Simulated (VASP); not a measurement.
# AlN (P6_3mc) in VASP: notebook, part 3 of 3

VASP 6.6.1.

## 5. G0W0 quasiparticle levels, PBE

Contents of POSCAR:

```
AlN
1.0
    3.1130000000      0.0000000000      0.0000000000
   -1.5565000000      2.6959370820      0.0000000000
    0.0000000000      0.0000000000      4.9810000000
Al N
2 2
Direct
    0.6666666667      0.3333333333      0.5000000000
    0.3333333333      0.6666666667      0.0000000000
    0.6666666667      0.3333333333      0.8800000000
    0.3333333333      0.6666666667      0.3800000000
```

Contents of INCAR.step1:

```
ALGO = Fast
EDIFF = 1E-8
ENCUT = 450
GGA = PE
ISMEAR = 0
LASPH = T
LCHARG = F
LREAL = F
LWAVE = T
NELM = 60
PREC = Accurate
SIGMA = 0.01
```

Contents of INCAR.step2:

```
ALGO = Exact
EDIFF = 1E-8
ENCUT = 450
GGA = PE
ISMEAR = 0
ISTART = 1
LASPH = T
LCHARG = F
LOPTICS = T
LREAL = F
LWAVE = T
NBANDS = 20
NELM = 1
PREC = Accurate
SIGMA = 0.01
```

Contents of INCAR.step3:

```
ALGO = EVGW0
EDIFF = 1E-8
ENCUT = 450
ENCUTGW = 100
GGA = PE
ISMEAR = 0
ISTART = 1
LASPH = T
LCHARG = F
LREAL = F
LWAVE = F
NBANDS = 20
NBANDSGW = 16
NELMGW = 1
NOMEGA = 48
PREC = Accurate
PRECFOCK = Fast
SIGMA = 0.01
```

Contents of KPOINTS:

```
k-points
0
Gamma
  4 4 3
```

Potentials or basis: VASP PAW PBE potentials, release 64 (Al_GW, N_GW).

The run is started by

```bash
> cat potpaw_PBE.64/Al_GW/POTCAR potpaw_PBE.64/N_GW/POTCAR > POTCAR
> cp INCAR.step1 INCAR
> mpirun -np 1 vasp_std > vasp.out
> cp INCAR.step2 INCAR
> mpirun -np 1 vasp_std > vasp.out
> cp INCAR.step3 INCAR
> mpirun -np 1 vasp_std > vasp.out
```

OUTCAR:

```text
EDIFF = 1E-8
   ENCUT = 450
   ENCUTGW = 100
   GGA = PE
   ISMEAR = 0
   ISTART = 1
   LASPH = T
   LREAL = F
   NELMGW = 1
   PREC = Accurate
   PRECFOCK = Fast

 Found      8 irreducible k-points:

 Following reciprocal coordinates:
            Coordinates               Weight
  0.000000  0.000000  0.000000      1.000000
  0.250000 -0.000000  0.000000      6.000000
  0.500000 -0.000000  0.000000      3.000000
  0.250000  0.250000  0.000000      6.000000
  0.000000  0.000000  0.333333      2.000000
  0.250000 -0.000000  0.333333     12.000000
   k-points           NKPTS =      8   k-points in BZ     NKDIM =     48   number of bands    NBANDS=     20
   number of dos      NEDOS =    301   number of ions     NIONS =      4
   total plane-waves  NPLWV =  20736
   dimension x,y,z NGX =    24 NGY =   24 NGZ =   36
   dimension x,y,z NGXF=    48 NGYF=   48 NGZF=   72
   ions per type =               2   2
   NGX,Y,Z   is equivalent  to a cutoff of  12.82, 12.82, 12.02 a.u.
   NGXF,Y,Z  is equivalent  to a cutoff of  25.63, 25.63, 24.03 a.u.
 SYSTEM =  unknown system
   PREC   = accura    normal or accurate (medium, high low for compatibility)
   ISTART =      1    job   : 0-new  1-cont  2-samecut
   ICHARG =      0    charge: 1-file 2-atom 10-const
   ISPIN  =      1    spin polarized calculation?
   LNONCOLLINEAR =      F non collinear calculations
   LSORBIT =      F    spin-orbit coupling
   LASPH  =      T    aspherical Exc in radial PAW
   ENCUT  =  450.0 eV  33.07 Ry    5.75 a.u.   5.38  5.38  8.62*2*pi/ulx,y,z
   NELM   =     60;   NELMIN=  2; NELMDL=  0     # of ELM steps
   EDIFF  = 0.1E-07   stopping-criterion for ELM
   LREAL  =      F    real-space projection
   EDIFFG = 0.1E-06   stopping-criterion for IOM
   NSW    =      0    number of steps for IOM
   IBRION =     -1    ionic relax: 0-MD 1-quasi-New 2-CG
   NFREE  =      0    steps in history (QN), initial steepest desc. (CG)
   ISIF   =      0    stress and relaxation
   ISYM   =      3    0-nonsym 1-usesym 2-fastsym
   POTIM  = 0.5000    time-step for ionic-motion
   TEBEG  =    0.0;   TEEND  =   0.0 temperature during run
   PSTRESS=    0.0 pullay stress
   NELECT =      16.0000    total number of electrons
   NUPDOWN=      -1.0000    fix difference up-down
   EMIN   =  10.00;   EMAX   =-10.00  energy-range for DOS
   EFERMI =   0.00;   METHOD = LEGACY
   ISMEAR =     0;   SIGMA  =   0.01  broadening in eV -4-tet -1-fermi 0-gaus
   EFERMI_NEDOS =   21; number of points for ismear=-14 and -15
   IALGO  =     38    algorithm
   IMIX   =      4    mixing-type and parameters
     AMIX     =   0.40;   BMIX     =  1.00
     AMIX_MAG =   1.60;   BMIX_MAG =  1.00
  volume/ion in A,a.u.               =      10.45        70.52
  Fermi-wavevector in a.u.,A,eV,Ry     =   1.188629  2.246183 19.222843  1.412839
  Thomas-Fermi vector in A             =   2.324754
   LORBIT       =      0    0 simple, 1 ext, 2 COOP (PROOUT), +10 PAW based schemes
   GGA     = PE    functional components
   LHFCALC =     T    Hartree Fock is set to
   PRECFOCK=fast      Normal, Fast or Accurate (Low or Medium for compatibility)
   ENCUT4O =  -1.0   cutoff for four orbital integrals eV
   NKREDX  =     1    reduce k-point grid by
   NKREDY  =     1    reduce k-point grid by
   NKREDZ  =     1    reduce k-point grid by
   AEXX    =    1.0000 exact exchange contribution
   HFSCREEN=    0.0000 screening length (either q_TF or 0.3 A-1)
   HFSCREENC=   0.0000 screening length for correlation (either q_TF or 0.3 A-1)
   ENCUTFOCK=  -1.0 apply spherical cutoff to Coloumb kernel
   IVDW    =     0    specifies the selected vdW correction
   LEPSILON=     F    determine dielectric tensor
   LRPA    =     F    only Hartree local field effects (RPA)
   LRPAFORCE           =     F    calculate RPA forces
   ENCUTGW             = 100.0    cutoff for response function in eV
   ENCUTGWSOFT         =  80.0    soft cutoff for Coulomb kernel in GW response function in eV
   ENCUTLF             =  -1.0    cutoff for local field effects
   NELMGW              =     1    number of iterations in solving QP/BSE equation
   NELMHF              =     1    number of iterations in the inner HF iteration
   NKREDLFX            =     1    NKREDLFY  =   1   NKREDLFZ  =   1
 non-spin polarized calculation
 Gauss-broadening in eV      SIGMA  =   0.01
  energy-cutoff  :      450.00
  volume of cell :       41.80
 maximum number of plane-waves:       929
 NGX is ok and might be reduce to    24
  NGX = 12; NGY = 12; NGZ = 20
   NGX = 11   NGY = 11   NGZ = 17
 maximum number of plane-waves:       104

 QP shifts <psi_nk| G(iteration)W_0 |psi_nk>: iteration 1
 for sc-GW calculations column KS-energies equals QP-energies in previous step
 and V_xc(KS)=  KS-energies - (<T + V_ion + V_H > + <T+V_H+V_ion>^1  + <V_x>^1)

 k-point   1 :       0.0000    0.0000    0.0000
  band No.  KS-energies  QP-energies   sigma(KS)   V_xc(KS)     V^pw_x(r,r')   Z            occupation Imag(sigma)

      1     -10.0517     -11.2093     -16.3967     -14.7936     -24.7724       0.7222       2.0000       1.8190
      2      -7.9009      -8.8668     -17.6941     -16.3506     -25.8675       0.7189       2.0000       1.3814
      3      -0.8686      -1.5546     -13.5881     -12.6478     -18.5133       0.7296       2.0000       0.2472
      4       4.2844       4.2413     -16.3565     -16.3012     -20.6613       0.7778       2.0000       0.1137
      5       4.2844       4.2413     -16.3565     -16.3012     -20.6613       0.7778       2.0000       0.1137
      6       4.9402       5.0279     -16.6567     -16.7688     -20.8670       0.7825       2.0000       0.1071
[... 8 lines left out ...]
     15      18.2584      20.6518      -7.5425     -10.4987      -4.0010       0.8097       0.0000      -0.1609
     16      18.2584      20.6518      -7.5425     -10.4987      -4.0010       0.8097       0.0000      -0.1609

 k-point   2 :       0.2500   -0.0000    0.0000
  band No.  KS-energies  QP-energies   sigma(KS)   V_xc(KS)     V^pw_x(r,r')   Z            occupation Imag(sigma)

      1      -9.3043     -10.3770     -16.6926     -15.2090     -25.0038       0.7231       2.0000       1.6605
      2      -7.5335      -8.4640     -17.9475     -16.6510     -26.0867       0.7177       2.0000       1.3060
      3       0.0452      -0.5721     -13.8728     -13.0408     -18.5734       0.7419       2.0000       0.2013
      4       1.6879       1.2222     -14.7213     -14.1113     -19.1139       0.7634       2.0000       0.1508
      5       2.6846       2.3899     -15.4179     -15.0359     -19.6831       0.7715       2.0000       0.1314
      6       3.5764       3.3839     -15.8780     -15.6299     -20.2106       0.7758       2.0000       0.1214
[... 8 lines left out ...]
     15      17.2389      19.6429      -8.8634     -11.8950      -5.2159       0.7930       0.0000      -0.1598
     16      18.4032      20.6641      -7.9019     -10.7356      -4.1480       0.7979       0.0000      -0.2122

 k-point   3 :       0.5000   -0.0000    0.0000
  band No.  KS-energies  QP-energies   sigma(KS)   V_xc(KS)     V^pw_x(r,r')   Z            occupation Imag(sigma)

      1      -8.0883      -9.0635     -17.5480     -16.1989     -25.7436       0.7228       2.0000       1.4221
      2      -7.3925      -8.3085     -17.9905     -16.7088     -26.0999       0.7147       2.0000       1.2677
      3      -0.3106      -0.9928     -13.9160     -12.9940     -18.6817       0.7400       2.0000       0.2122
      4       0.9789       0.4370     -14.6602     -13.9404     -19.2462       0.7529       2.0000       0.1701
      5       1.7794       1.3538     -14.7755     -14.2170     -19.2476       0.7620       2.0000       0.1535
      6       3.0535       2.7633     -15.6307     -15.2547     -20.0245       0.7718       2.0000       0.1282
[... 8 lines left out ...]
     15      17.9676      20.3104      -9.3604     -12.3482      -5.6068       0.7841       0.0000      -0.1909
     16      20.2799      22.5332      -7.2235     -10.1070      -3.0588       0.7815       0.0000      -0.3084

 k-point   4 :       0.2500    0.2500    0.0000
  band No.  KS-energies  QP-energies   sigma(KS)   V_xc(KS)     V^pw_x(r,r')   Z            occupation Imag(sigma)

      1      -8.1838      -9.1553     -17.3967     -16.0418     -25.5922       0.7170       2.0000       1.4251
      2      -7.3111      -8.2197     -18.1308     -16.8668     -26.2559       0.7189       2.0000       1.2633
      3       0.5322      -0.0912     -14.1775     -13.3497     -18.7304       0.7531       2.0000       0.1780
      4       1.0567       0.5241     -14.5086     -13.8038     -19.0480       0.7557       2.0000       0.1677
      5       1.5914       1.1362     -14.5174     -13.9195     -18.9508       0.7613       2.0000       0.1568
      6       2.2865       1.9162     -15.0798     -14.5979     -19.4158       0.7685       2.0000       0.1388
[... 8 lines left out ...]
     15      17.3157      19.7493      -9.2197     -12.2911      -5.5497       0.7923       0.0000      -0.1662
     16      19.7666      22.0990      -8.5354     -11.5002      -4.3477       0.7867       0.0000      -0.3044

 k-point   5 :       0.0000    0.0000    0.3333
  band No.  KS-energies  QP-energies   sigma(KS)   V_xc(KS)     V^pw_x(r,r')   Z            occupation Imag(sigma)

      1      -9.6366     -10.7519     -16.5418     -15.0034     -24.8780       0.7249       2.0000       1.7281
      2      -8.6034      -9.6169     -17.0897     -15.6805     -25.3203       0.7192       2.0000       1.5116
      3       0.4767      -0.0849     -14.3795     -13.6286     -19.0539       0.7479       2.0000       0.1878
      4       3.2313       3.0572     -15.4967     -15.2719     -19.6412       0.7746       2.0000       0.1231
      5       4.4415       4.4280     -16.4275     -16.4102     -20.7104       0.7808       2.0000       0.1120
      6       4.4415       4.4280     -16.4275     -16.4102     -20.7104       0.7808       2.0000       0.1120
[... 8 lines left out ...]
     15      17.1524      19.3829      -7.3287     -10.0608      -3.9099       0.8164       0.0000      -0.1352
     16      17.1524      19.3829      -7.3287     -10.0608      -3.9099       0.8164       0.0000      -0.1352

 k-point   6 :       0.2500   -0.0000    0.3333
  band No.  KS-energies  QP-energies   sigma(KS)   V_xc(KS)     V^pw_x(r,r')   Z            occupation Imag(sigma)

      1      -8.9399      -9.9769     -16.8735     -15.4332     -25.1425       0.7200       2.0000       1.5796
      2      -8.0738      -9.0435     -17.4487     -16.0985     -25.6254       0.7181       2.0000       1.4009
      3       0.5772       0.0259     -14.4565     -13.7205     -19.1077       0.7491       2.0000       0.1827
      4       1.6876       1.2616     -14.9971     -14.4380     -19.4158       0.7619       2.0000       0.1520
      5       2.7396       2.4221     -15.1509     -14.7396     -19.4405       0.7721       2.0000       0.1324
      6       3.8308       3.6877     -16.0030     -15.8187     -20.3042       0.7769       2.0000       0.1182
[... 8 lines left out ...]
     15      17.4708      19.7183      -7.6636     -10.4448      -4.1305       0.8081       0.0000      -0.1600
     16      18.3466      20.6500      -8.0734     -10.9654      -4.3008       0.7965       0.0000      -0.2113

 [... further k-points ...]
```

Run time: 45 s. Hardware: 1 thread of Intel Xeon Platinum 8259CL at 2.50GHz (Skylake/Cascade Lake), shared host; peak memory 0.32 GiB.

These settings aren't checked as converged: the numbers below hold their error.

Results:

```yaml
Band_gap_on_the_k_mesh_mean-field_level: 4.21 eV, direct
Quasiparticle_gap: 5.64 eV
Least_direct_quasiparticle_gap: 5.64 eV
```

Caveat: the k mesh is coarse (spacing up to 0.58 Å⁻¹), so the values aren't converged; the cutoff is under 1.25 times the usual one of these potentials, so pressure, stress and relaxed cells hold a basis-set (Pulay) error; bands, screening cutoff and mesh are small and nothing is extrapolated, so the quasiparticle values aren't converged.

## 6. The reference run

An earlier run on the cell as given: functional PBE; potentials or basis VASP PAW PBE potentials, release 64 (Al, N); cutoff 520 eV; k mesh 10 × 10 × 6; occupations fermi-dirac, width 0.05 eV; no spin polarisation.

* Pressure: 3.5 GPa
* Largest force: 0.129 eV/Å
* Band gap on the k mesh: 4.22 eV, direct
